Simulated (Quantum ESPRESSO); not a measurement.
Lu: equation of state with PBE

Crystal: Lu.

```
Lu
1.0
    -1.95411    1.95411    1.95411
     1.95411   -1.95411    1.95411
     1.95411    1.95411   -1.95411
Lu
1
Direct
  0.00000 0.00000 0.00000
```

This isn't the form of Lu at room conditions, which is hcp.

```yaml
Program: Quantum ESPRESSO 7.5
Task: equation of state
Functional: PBE
Potentials_or_basis: SSSP 1.3 efficiency PBE
Cutoff: 748 eV
Density_cutoff: 5987 eV
k_mesh: 10 × 10 × 10
Occupations: fermi-dirac, width 0.05 eV
Spin: no spin polarisation
Mixing_beta: 0.5
Most_SCF_iterations: 120
SCF_threshold: 2e-10 Ry
```

| Property | Result |
| --- | --- |
| Equilibrium volume | 29.60 Å³/atom |
| Bulk modulus | 44 GPa |
| Pressure derivative of the bulk modulus | 3.6 |

Energy against volume, from the lowest point:
```tsv
volume (Å³/atom)	energy (meV/atom)
28.056	11.70
28.653	4.07
29.250	0.29
29.847	0.00
30.444	2.92
31.041	8.72
31.638	17.19
```

All runs of the series together: 3.3 min on 1 thread of Intel(R) Xeon(R) 6975P-C (Granite Rapids) (shared host).

Spin-orbit coupling is left out, which matters for the levels of Lu.
